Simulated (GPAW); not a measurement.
# MgH2 (Fm-3m) in GPAW: convergence with smearing function

Aim: find how far smearing function must go before the results for MgH2 settle, at LDA. This setting moves, with any that are tied to it; all else stays.

All numbers are computed with GPAW 26.7.0; they aren't measurements. Logs are shortened: lines on timing, memory, paths and dates and some standing lists are left out, and cuts for length are marked. The log counts tension as positive stress, the text compression.

## 1. The crystal as given

It takes space group Fm-3m (No. 225, cubic). The conventional cell has a = 4.762 Å, b = 4.762 Å, c = 4.762 Å, α = 90.00°, β = 90.00°, γ = 90.00°. Mg (site symmetry m-3m) has 8 H at 2.06 Å as nearest neighbours. H (site symmetry -43m) is surrounded by 4 Mg at 2.06 Å.

Measurements of this composition are mostly on another form, of space group No. 136.

## 2. With smearing function fermi-dirac

run.py reads:

```python
from ase.dft.bandgap import bandgap
from ase.io import read, write
from ase.units import GPa
from gpaw import GPAW, PW

atoms = read('POSCAR')

calc = GPAW(mode=PW(800),
            xc='LDA',
            kpts={'size': (10, 10, 10), 'gamma': True},
            occupations={'name': 'fermi-dirac', 'width': 0.1},
            nbands=15,
            convergence={'density': 1e-05, 'energy': 1e-05},
            maxiter=100,
            txt='gpaw.txt')
atoms.calc = calc
energy = atoms.get_potential_energy()
forces = atoms.get_forces()
stress = atoms.get_stress()
calc.write('gs.gpw')
write('result.traj', atoms)
print(f'Energy: {energy:.6f} eV')
print('Forces (eV/A):')
print(forces.round(4))
print('Stress (GPa):', (stress / GPa).round(3))
print('Fermi level:', round(calc.get_fermi_level(), 4), 'eV')
print(f'Gap: {bandgap(calc)[0]:.4f} eV, direct: {bandgap(calc, direct=True)[0]:.4f} eV')
```

POSCAR reads:

```
MgH2
1.0
    0.0000000000      2.3810671667      2.3810671667
    2.3810671667      0.0000000000      2.3810671667
    2.3810671667      2.3810671667      0.0000000000
Mg H
1 2
Direct
    0.0000000000      0.0000000000      0.0000000000
    0.2500000000      0.2500000000      0.2500000000
    0.7500000000      0.7500000000      0.7500000000
```

Potentials or basis: the program's PAW data sets (release 1.2.1) made for this functional, pw.

Started as:

```
> OMP_NUM_THREADS=1 python run.py
```

Run time: 20 s. Hardware: 1 thread of Arm Neoverse V1, shared host; peak memory 0.16 GiB.

Results (log left out):

```
Free energy            : -9.2339 eV
Pressure               : -3.3 GPa
Band gap on the k mesh : none (metal or under the smearing width)
```

## 3. With smearing function gaussian

Changes to run.py since step 2:

```diff
@@ -10,3 +10,3 @@
             kpts={'size': (10, 10, 10), 'gamma': True},
-            occupations={'name': 'fermi-dirac', 'width': 0.1},
+            occupations={'name': 'methfessel-paxton', 'order': 0, 'width': 0.1},
             nbands=15,
```

POSCAR is that of step 2.

Potentials or basis: the program's PAW data sets (release 1.2.1) made for this functional, pw.

Started as:

```
> OMP_NUM_THREADS=1 python run.py
```

Run time: 19 s. Hardware: 1 thread of Arm Neoverse V1, shared host; peak memory 0.16 GiB.

The run converged. Its results:

```
Free energy            : -9.2289 eV
Pressure               : -3.3 GPa
Band gap on the k mesh : none (metal or under the smearing width)
```

## 4. With smearing function marzari-vanderbilt

Changes to run.py since step 3:

```diff
@@ -10,3 +10,3 @@
             kpts={'size': (10, 10, 10), 'gamma': True},
-            occupations={'name': 'methfessel-paxton', 'order': 0, 'width': 0.1},
+            occupations={'name': 'marzari-vanderbilt', 'width': 0.1},
             nbands=15,
```

POSCAR is that of step 3.

Started as:

```
> OMP_NUM_THREADS=1 python run.py
```

It took 20 s on 1 thread of Arm Neoverse V1, shared host; peak memory 0.16 GiB.

It converged, with:

| Item | Value |
| --- | --- |
| Free energy | -9.2278 eV |
| Pressure | -3.3 GPa |
| Band gap on the k mesh | none (metal or under the smearing width) |

## 5. With smearing function methfessel-paxton

Changes to run.py since step 4:

```diff
@@ -10,3 +10,3 @@
             kpts={'size': (10, 10, 10), 'gamma': True},
-            occupations={'name': 'marzari-vanderbilt', 'width': 0.1},
+            occupations={'name': 'methfessel-paxton', 'width': 0.1, 'order': 1},
             nbands=15,
```

POSCAR is that of step 4.

Started as:

```
> OMP_NUM_THREADS=1 python run.py
```

It took 20 s on 1 thread of Arm Neoverse V1, shared host; peak memory 0.16 GiB.

Results (log left out):

```
Free energy            : -9.2277 eV
Pressure               : -3.3 GPa
Band gap on the k mesh : none (metal or under the smearing width)
```

## 6. With smearing function tetrahedron-method

Changes to run.py since step 5:

```diff
@@ -10,3 +10,3 @@
             kpts={'size': (10, 10, 10), 'gamma': True},
-            occupations={'name': 'methfessel-paxton', 'width': 0.1, 'order': 1},
+            occupations={'name': 'tetrahedron-method'},
             nbands=15,
```

POSCAR is that of step 5.

Potentials or basis: the program's PAW data sets (release 1.2.1) made for this functional, pw.

Started as:

```
> OMP_NUM_THREADS=1 python run.py
```

It took 20 s on 1 thread of Arm Neoverse V1, shared host; peak memory 0.16 GiB.

It converged, with:

| Property | Result |
| --- | --- |
| Free energy | -9.2169 eV |
| Pressure | -3.2 GPa |
| Band gap on the k mesh | none (metal or under the smearing width) |

## 7. With smearing function improved-tetrahedron-method

Changes to run.py since step 6:

```diff
@@ -10,3 +10,3 @@
             kpts={'size': (10, 10, 10), 'gamma': True},
-            occupations={'name': 'tetrahedron-method'},
+            occupations={'name': 'improved-tetrahedron-method'},
             nbands=15,
```

POSCAR is that of step 6.

Started as:

```
> OMP_NUM_THREADS=1 python run.py
```

Wall time 20 s (1 thread of Arm Neoverse V1, shared host); peak memory 0.16 GiB.

It converged, with:

```
Free energy            : -9.2314 eV
Pressure               : -3.3 GPa
Band gap on the k mesh : none (metal or under the smearing width)
```

## 8. With smearing function fixed

Changes to run.py since step 7:

```diff
@@ -10,3 +10,3 @@
             kpts={'size': (10, 10, 10), 'gamma': True},
-            occupations={'name': 'improved-tetrahedron-method'},
+            occupations={'width': 0.0},
             nbands=15,
```

POSCAR is that of step 7.

Potentials or basis: the program's PAW data sets (release 1.2.1) made for this functional, pw.

Started as:

```
> OMP_NUM_THREADS=1 python run.py
```

gpaw.txt:

```text
__  _  _
 | _ |_)|_||  |
 |__||  | ||/\| - 26.7.0

Input parameters:
  mode=PW(ecut=800.0),
  convergence={'density': 1e-05, 'energy': 1e-05},
  kpts=MonkhorstPack(size=(10, 10, 10), gamma=True),
  maxiter=100,
  nbands=15,
  occupations=Occupations(width=0.0),
  xc=XC(name='LDA')

Diagonalizing LCAO Hamiltonian
Converting LCAO to pw mode

                   H

           H

       Mg

Atoms  # Å, Bohr magnetons
|   | symbol |        x |        y |        z |    initial magnetic moments |
|---|--------|----------|----------|----------|-----------------------------|
| 0 |     Mg | 0.000000 | 0.000000 | 0.000000 | ( 0.0000,  0.0000,  0.0000) |
| 1 |      H | 1.190534 | 1.190534 | 1.190534 | ( 0.0000,  0.0000,  0.0000) |
| 2 |      H | 3.571601 | 3.571601 | 3.571601 | ( 0.0000,  0.0000,  0.0000) |

Unit cell  # Å
| periodic |        x |        y |        z |  lengths |    angles |
|----------|----------|----------|----------|----------|-----------|
|      yes | 0.000000 | 2.381067 | 2.381067 | 3.367337 | 60.000000 |
|      yes | 2.381067 | 0.000000 | 2.381067 | 3.367337 | 60.000000 |
|      yes | 2.381067 | 2.381067 | 0.000000 | 3.367337 | 60.000000 |

Number of symmetries: 48
Symmetry operations  # r_c * U_cc + t_c -> r_c
|    | kind |            matrix            |
|----|------|------------------------------|
|  0 |  σ   |  1, 0, 0,  1, 0,-1,  1,-1, 0 |
|  1 |  C2  |  1, 0, 0,  1,-1, 0,  1, 0,-1 |
|  2 |  E   |  1, 0, 0,  0, 1, 0,  0, 0, 1 |
|  3 |  σ   |  1, 0, 0,  0, 0, 1,  0, 1, 0 |
|  4 |  C4  |  1, 0,-1,  1, 0, 0,  1,-1, 0 |
|  5 |  S6  |  1, 0,-1,  1,-1, 0,  1, 0, 0 |
|  6 |  σ   |  1, 0,-1,  0, 1,-1,  0, 0,-1 |
|  7 |  C3  |  1, 0,-1,  0, 0,-1,  0, 1,-1 |
|  8 |  S6  |  1,-1, 0,  1, 0, 0,  1, 0,-1 |
|  9 |  C4  |  1,-1, 0,  1, 0,-1,  1, 0, 0 |
| 10 |  C3  |  1,-1, 0,  0,-1, 1,  0,-1, 0 |
| 11 |  σ   |  1,-1, 0,  0,-1, 0,  0,-1, 1 |
| 12 |  σ   |  0, 1, 0,  1, 0, 0,  0, 0, 1 |
| 13 |  C4  |  0, 1, 0,  0, 1,-1, -1, 1, 0 |
| 14 |  C3  |  0, 1, 0,  0, 0, 1,  1, 0, 0 |
| 15 |  S6  |  0, 1, 0, -1, 1, 0,  0, 1,-1 |
| 16 |  C2  |  0, 1,-1,  1, 0,-1,  0, 0,-1 |
| 17 |  σ   |  0, 1,-1,  0, 1, 0, -1, 1, 0 |
| 18 |  S4  |  0, 1,-1,  0, 0,-1,  1, 0,-1 |
| 19 |  C4  |  0, 1,-1, -1, 1, 0,  0, 1, 0 |
| 20 |  C3  |  0, 0, 1,  1, 0, 0,  0, 1, 0 |
| 21 |  σ   |  0, 0, 1,  0, 1, 0,  1, 0, 0 |
| 22 |  S6  |  0, 0, 1,  0,-1, 1, -1, 0, 1 |
| 23 |  C4  |  0, 0, 1, -1, 0, 1,  0,-1, 1 |
| 24 |  S4  |  0, 0,-1,  1, 0,-1,  0, 1,-1 |
| 25 |  C3  |  0, 0,-1,  0, 1,-1,  1, 0,-1 |
| 26 |  C2  |  0, 0,-1,  0,-1, 0, -1, 0, 0 |
| 27 |  S6  |  0, 0,-1, -1, 0, 0,  0,-1, 0 |
| 28 |  S4  |  0,-1, 1,  1,-1, 0,  0,-1, 0 |
| 29 |  C4  |  0,-1, 1,  0, 0, 1, -1, 0, 1 |
| 30 |  C2  |  0,-1, 1,  0,-1, 0,  1,-1, 0 |
| 31 |  σ   |  0,-1, 1, -1, 0, 1,  0, 0, 1 |
| 32 |  C3  |  0,-1, 0,  1,-1, 0,  0,-1, 1 |
| 33 |  S6  |  0,-1, 0,  0, 0,-1, -1, 0, 0 |
| 34 |  S4  |  0,-1, 0,  0,-1, 1,  1,-1, 0 |
| 35 |  C2  |  0,-1, 0, -1, 0, 0,  0, 0,-1 |
| 36 |  C2  | -1, 1, 0,  0, 1, 0,  0, 1,-1 |
| 37 |  S6  | -1, 1, 0,  0, 1,-1,  0, 1, 0 |
| 38 |  S4  | -1, 1, 0, -1, 0, 1, -1, 0, 0 |
| 39 |  C3  | -1, 1, 0, -1, 0, 0, -1, 0, 1 |
| 40 |  S6  | -1, 0, 1,  0, 0, 1,  0,-1, 1 |
| 41 |  C2  | -1, 0, 1,  0,-1, 1,  0, 0, 1 |
| 42 |  C3  | -1, 0, 1, -1, 1, 0, -1, 0, 0 |
| 43 |  S4  | -1, 0, 1, -1, 0, 0, -1, 1, 0 |
| 44 |  C2  | -1, 0, 0,  0, 0,-1,  0,-1, 0 |
| 45 |  i   | -1, 0, 0,  0,-1, 0,  0, 0,-1 |
| 46 |  σ   | -1, 0, 0, -1, 1, 0, -1, 0, 1 |
| 47 |  C2  | -1, 0, 0, -1, 0, 1, -1, 1, 0 |

BZ-sampling:
  Number of BZ points: 1000
  Number of IBZ points: 47

  Monkhorst-Pack size: [10, 10, 10]
  Monkhorst-Pack shift: [0.05, 0.05, 0.05]

K-points  # in reciprocal-cell coordinates
|     |                                coordinates |     weight |
|-----|--------------------------------------------|------------|
|   0 | (  0.00000000,   0.00000000,   0.00000000) | 0.00100000 |
|   1 | (  0.10000000,   0.10000000,   0.00000000) | 0.00600000 |
|   2 | (  0.10000000,   0.10000000,   0.10000000) | 0.00800000 |
|   3 | (  0.20000000,   0.10000000,   0.10000000) | 0.01200000 |
|   4 | (  0.20000000,   0.20000000,   0.00000000) | 0.00600000 |
|   5 | (  0.20000000,   0.20000000,   0.10000000) | 0.02400000 |
|   6 | (  0.20000000,   0.20000000,   0.20000000) | 0.00800000 |
|   7 | (  0.30000000,   0.20000000,   0.10000000) | 0.02400000 |
|   8 | (  0.30000000,   0.20000000,   0.20000000) | 0.02400000 |
|   9 | (  0.30000000,   0.30000000,   0.00000000) | 0.00600000 |
| ... |                                            |            |
|  46 | (  0.50000000,   0.50000000,   0.50000000) | 0.00400000 |

Plane wave coefficients: 1411
Cutoff: 800.0 eV

Spin-components: 1 (collinear spins)
Bands:           15
Projectors:      11
Spin-degeneracy: 2
Datatype:        complex128

Parallelization:
  kpt:    1
  domain: 1
  band:   1

Density:
  Valence electrons: 12.0
  Components: 1
  Grid points: [24 24 24]
  Charge: 0.0  # |e|

Potential:
  Grid points: [24 24 24]

species:
  Mg:
    name:    Magnesium
    Z:       12.0
    valence: 10
    core:    2
    charge:  0.0  # [|e|]
    compensation charges:
      type: gauss
      rc: 0.33  # [Å]
      lmax: 2
    cutoffs:
      filter: 1.86  # [Å]
      core: 0.54  # [Å]
    projectors
    | kind |    occ | energy [eV] | rcut [Å] |
    |------|--------|-------------|----------|
    |   2s |  2.000 |     -79.291 |    1.090 |
    |   3s |  2.000 |      -4.782 |    1.090 |
    |   2p |  6.000 |     -46.725 |    1.085 |
    |   3p |  0.000 |      -1.374 |    1.085 |
    |    d |        |       0.000 |    1.037 |

    Using partial waves for Mg as LCAO basis

  H:
    name:    Hydrogen
    Z:       1.0
    valence: 1
    core:    0
    charge:  0.0  # [|e|]
    compensation charges:
      type: gauss
      rc: 0.15  # [Å]
      lmax: 2
    cutoffs:
      filter: 0.85  # [Å]
      core: 0.53  # [Å]
    projectors
    | kind |    occ | energy [eV] | rcut [Å] |
    |------|--------|-------------|----------|
    |   1s |  1.000 |      -6.353 |    0.476 |
    |    s |        |      20.858 |    0.476 |
    |    p |        |       0.000 |    0.476 |

    Using partial waves for H as LCAO basis

Reference energy: -5451.487933  # eV

eigensolver:
  PPCG
  Converge bands: occupied
  niter=2

density mixing:
  MSR1-Mixer
  Pratt-step length: 0.05
  Maximum mixing coefficient: 0.75
  Old densities: 10
  SVD Regularization: 0.005
  Good broyden scale: 1.0
  Trust region scale: 1.0
  Backstep threshold: 4.0
  History deletion threshold: 6.0
  Fourier metric: weight=20.0, sigma=0.015

occupation numbers:
  # Zero width

poisson solver:
  ecut: 6400.0  # eV

xc functional:
  name: None

convergence criteria:
- Maximum integral of absolute [dens]ity change: 1e-05 electrons / valence electron
- Maximum [total energy] change in last 3 cyles: 1e-05 eV / valence electron
- Maximum integral of absolute [eigenst]ate change: 4e-08 eV^2 / valence electron
maximum number of iterations: 100

SCF iterations
|iter     | |      energy | eigst |  dens |
|---------|-|-------------|-------|-------|
|iter:   1| |   -9.902965 | +0.01 |       |
|iter:   2| |   -9.811191 | -2.64 | -0.94 |
|iter:   3| |   -9.237599 | -2.06 | -0.97 |
|iter:   4| |   -9.227220 | -3.33 | -1.66 |
|iter:   5| |   -9.227195 | -4.85 | -2.37 |
|iter:   6| |   -9.227144c| -5.38 | -2.80 |
|iter:   7| |   -9.227143c| -7.13 | -3.90 |
|iter:   8| |   -9.227143c| -7.80c| -4.68 |
|iter:   9| |   -9.227143c| -9.14c| -5.31c|

Converged in 9 steps
Energy contributions relative to reference atoms: (reference = -5451.487933)

Energy contributions:
  Kinetic:           3.747821
  Coulomb:          -2.917375
  Zero:             -0.083172
  External:          0.000000
  Xc:               -9.974417
  Entropy:           0.000000
  Spinorbit:         0.000000
  ----------------------------
  Free energy:      -9.227143
  Extrapolated:     -9.227143

dipole moment: (-6.886582, -6.886582, -6.886582)  # |e|*Ang

Fermi level: 3.573
Eigenvalues  # (at kpt = [0.000, 0.000, 0.000])
| band index |      eig [eV] | occ [0-2] |
|------------|---------------|-----------|
|          0 |       -72.227 |     2.000 |
|          1 |       -39.667 |     2.000 |
|          2 |       -39.667 |     2.000 |
|          3 |       -39.667 |     2.000 |
|          4 |        -6.339 |     2.000 |
|          5 |         4.796 |     0.000 |
|          6 |        12.822 |     0.000 |
|          7 |        12.822 |     0.000 |
|          8 |        12.822 |     0.000 |
|          9 |        15.256 |     0.000 |
|         10 |        15.256 |     0.000 |
|         11 |        15.256 |     0.000 |
|         12 |        16.347 |     0.000 |
|        ... |               |           |
|         14 |        19.257 |     0.000 |

No gap
No difference between direct/indirect transitions

Forces  # eV/Ang
|        x |        y |       z |
|----------|----------|---------|
| -0.00000 |  0.00000 | 0.00000 |  # Mg   0
|  0.00000 | -0.00000 | 0.00000 |  # H    1
| -0.00000 | -0.00000 | 0.00000 |  # H    2

Stress tensor  # eV/Ang^3
|        x |         y |         z |
|----------|-----------|-----------|
| 0.020469 |  0.000000 |  0.000000 |
| 0.000000 |  0.020469 | -0.000000 |
| 0.000000 | -0.000000 |  0.020469 |

# Writing to gs.gpw (mode='')
```

Run time: 19 s. Hardware: 1 thread of Arm Neoverse V1, shared host; peak memory 0.16 GiB.

Results:

| Item | Value |
| --- | --- |
| Free energy | -9.2271 eV |
| Pressure | -3.3 GPa |
| Band gap on the k mesh | none (metal or under the smearing width) |

## 9. Summary

```
          smearing function  energy less the tightest run, at zero smearing (meV/atom)  pressure (GPa)  SCF cycles  CPU time (s)  peak memory (GiB)
                fermi-dirac                                                      -0.55           -3.30           9            20               0.16
                   gaussian                                                      -0.20           -3.29           9            19               0.16
         marzari-vanderbilt                                                      -0.22           -3.27           9            20               0.16
          methfessel-paxton                                                      -0.15           -3.28           9            20               0.16
         tetrahedron-method                                                       3.41           -3.19           9            20               0.16
improved-tetrahedron-method                                                      -1.41           -3.26           9            20               0.16
                      fixed                                                       0.00           -3.28           9            19               0.16
```

Against the tightest run, the pressure stays within 0.1 GPa from fermi-dirac on. Not settled before the last step: the energy (to 1 meV/atom). Narrower smearing needs a denser k mesh, so at a fixed mesh the narrowest width isn't the most accurate. The tightest run that finished is the yardstick and may itself not be fully converged.
